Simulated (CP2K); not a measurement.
GaP: band structure with PBE

**The experiment to reproduce.**

“Stacking defects in GaP nanowires: Electronic structure and optical properties”, 2018, arxiv:1810.01194 quotes, for a bulk crystal of GaP at 10 K: band gap 2.34 eV (indirect).

GaP:

```
CELL_PARAMETERS angstrom
3.85409 0.00000 0.00000
1.92704 3.33774 0.00000
1.92704 1.11258 3.14685
ATOMIC_POSITIONS crystal
Ga 0.00000 0.00000 0.00000
P 0.75000 0.75000 0.75000
```

- Program: CP2K 2026.2
- Task: band structure
- Functional: PBE
- Potentials or basis: GTH_SOC_POTENTIALS Ga GTH-PBE-q13, P GTH-PBE-q5; TZVP-MOLOPT-PBE-GTH basis
- Density cutoff: 6123 eV
- k mesh: 8 × 8 × 8
- Occupations: fermi-dirac, width 0.01 eV
- Spin: spin-orbit coupling, no magnetisation
- SCF solver: diagonalisation with k points
- Quickstep method: GPW
- EPS_DEFAULT: 1.0E-10
- EPS_SCF: 1.0E-6
- MAX_SCF: 100
- SCF_GUESS: ATOMIC
- Mesh centred on Gamma: yes
- CHOLESKY: OFF
- EPS_EIGVAL: 1.0E-7
- MIXING METHOD: BROYDEN_MIXING
- MIXING ALPHA: 0.4
- NBUFFER: 8
- NGRIDS: 5
- Basis sets: Ga TZVP-MOLOPT-PBE-GTH-q13, P TZVP-MOLOPT-PBE-GTH-q5
- Potentials: Ga GTH-PBE-q13 of GTH_SOC_POTENTIALS, P GTH-PBE-q5 of GTH_SOC_POTENTIALS
- ADDED_MOS: [10]
- Points a segment of the path (NPOINTS): 10
- Bands added on the path: 4
- REL_CUTOFF (Ry): 60 Ry
- MIXING BETA (1/bohr): 1.5 1/bohr
- Soc after scf: yes
- CUTOFF of the grids: 450 Ry

```
Pressure                : 2.9 GPa
Band gap along the path : 1.60 eV, indirect (least direct gap 1.75 eV)
Mulliken charges        : Ga +0.39; P -0.39 e
```

Wall time 56 s on 2 threads of Arm Neoverse V2, with other jobs on the host, peak memory 0.53 GiB.

Against the measured gap of GaP, 2.34 eV (indirect; 10 K; quoted in “Stacking defects in GaP nanowires: Electronic structure and optical properties”, 2018, arxiv:1810.01194), the calculated 1.60 eV is off by -0.74 eV. The value is that of PBE in an atomic basis (GTH_SOC_POTENTIALS Ga GTH-PBE-q13, P GTH-PBE-q5; TZVP-MOLOPT-PBE-GTH basis), whose error adds to the functional's,, without temperature or zero-point motion. Semilocal functionals fall short of measured gaps as a rule.

Caveat: Mulliken charges move with the basis; the basis of atomic orbitals isn't converged, which shifts pressures, moduli and gaps.
